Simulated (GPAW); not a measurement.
KCl (Sylvite):

```
K Cl
1.0
     0.00000    3.14647    3.14647
     3.14647    0.00000    3.14647
     3.14647    3.14647    0.00000
K Cl
1 1
Direct
  0.00000 0.00000 0.00000
  0.50000 0.50000 0.50000
```

Base run:

```yaml
Program: GPAW 26.7.0
Functional: RPBE
Potentials_or_basis: the program's PAW data sets (release 1.2.1) made for this functional
Cutoff: 600 eV
Basis: pw
k_mesh: 7 × 7 × 7
Occupations: gaussian, width 0.1 eV
Spin: no spin polarisation
```

Its results: band gap on the k mesh 5.54 eV, direct; pressure 2.3 GPa.

Task: The run is repeated on the same cell with these changes: functional from RPBE to PBEsol; potentials or basis from the program's PAW data sets (release 1.2.1) made for this functional to PAW data sets generated in the run's folder for this functional. What comes out?

Result: Band gap on the k mesh 5.03 eV, direct; pressure -0.5 GPa.

Caveats: an odd mesh through Γ misses points on the zone boundary, where band edges often lie.

Not every run made on this cell is shown here.
